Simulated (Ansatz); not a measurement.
## BP under changes of volume

One of the cells (11.682 Å³/atom); the others are scaled copies at fixed shape and fractional positions:

```xyz
2
Lattice="0.0000 2.2690 2.2690 2.2690 0.0000 2.2690 2.2690 2.2690 0.0000" Properties=species:S:1:pos:R:3 pbc="T T T"
P     3.4035    3.4035    3.4035
B     0.0000    0.0000    0.0000
```

```yaml
Program: Ansatz 0.2.0
Functional: BLYP
Dispersion: D3(BJ)
Potentials_or_basis: Ansatz PAW
Cutoff: "420 eV (not typed: the program's choice for these potentials)"
k_mesh: 10 × 10 × 10
Occupations: fermi-dirac, width 0.05 eV
Spin: no spin polarisation
```

| volume (Å³/atom) | energy over the lowest point (meV/atom) | pressure (GPa) | gap on the mesh (eV) |
| --- | --- | --- | --- |
| 10.981 | 9.95 | 7.3 | 1.44 |
| 11.214 | 2.24 | 3.4 | 1.46 |
| 11.448 | 0.00 | -0.2 | 1.49 |
| 11.682 | 2.68 | -3.4 | 1.51 |
| 11.915 | ? | ? | ? |
| 12.149 | 21.10 | -9.0 | 1.56 |
| 12.383 | 36.01 | -11.4 | 1.58 |

**Question.** What does the run at 11.915 Å³/atom give?

**Answer.** Energy over the lowest point 9.87 meV/atom; pressure -6.4 GPa; gap on the mesh 1.54 eV.

Worked out: A Birch-Murnaghan fit of order 3 (a polynomial in V^(-2/3)) to the other rows has its minimum at 11.43 Å³/atom with B0 = V·E''(V) = 167 GPa and B' = 3.9. It gives 9.85 meV/atom at 11.915 Å³/atom, against the run's 9.87, and -dE/dV = -6.4 GPa, against -6.4. A straight line through the other rows of the gap, of slope 1.19 eV per unit of ln V, gives 1.54 eV, against the run's 1.54.

Energies are extrapolated to zero smearing.

Caveats: the PAW data sets come from PBE, with cores solved anew for the run's functional, which leaves a small shift of forces and pressure.

A mesh can miss the band edges.
